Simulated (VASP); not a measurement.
## Ti: single point with LDA

The system is Ti.

```
Ti
1.0
     0.00000    2.03000    2.03000
     2.03000    0.00000    2.03000
     2.03000    2.03000    0.00000
Ti
1
Direct
  0.00000 0.00000 0.00000
```

This isn't the form of Ti at room conditions, which is hcp.

```json
{
  "Program": "VASP 6.6.1",
  "Task": "single point",
  "Functional": "LDA",
  "Potentials or basis": "VASP PAW LDA potentials, release 64 (Ti_sv)",
  "Cutoff": "520 eV",
  "k mesh": "10 × 10 × 10",
  "Occupations": "fermi-dirac, width 0.1 eV",
  "Spin": "no spin polarisation",
  "Dipole correction": "no",
  "Further INCAR settings": "ALGO = Normal; EDIFF = 1e-07; NBANDS = 12"
}
```

| Property | Result |
| --- | --- |
| Pressure | -4.8 GPa |
| Band gap on the k mesh | none (metal or under the smearing width) |

Levels at points of the mesh, in eV from the Fermi level:
| k point | band 2 | band 3 | band 4 | band 5 | band 6 | band 7 | band 8 | band 9 | band 10 | band 11 |
| --- | --- | --- | --- | --- | --- | --- | --- | --- | --- | --- |
| (0.00, 0.00, 0.00) | -32.14 | -32.14 | -32.14 | -6.11 | 0.87 | 0.87 | 0.87 | 2.56 | 2.56 | 15.55 |
| (0.50, 0.00, 0.00) | -32.92 | -32.24 | -32.24 | -2.67 | 0.73 | 0.73 | 0.83 | 3.72 | 3.72 | 8.58 |
| (0.50, 0.50, 0.00) | -32.86 | -32.41 | -32.41 | -2.72 | -1.83 | 3.09 | 3.69 | 4.03 | 4.03 | 11.02 |

It took 3.9 s on 1 thread of Intel(R) Xeon(R) 6975P-C (Granite Rapids), on a shared host, peak memory 0.13 GiB.
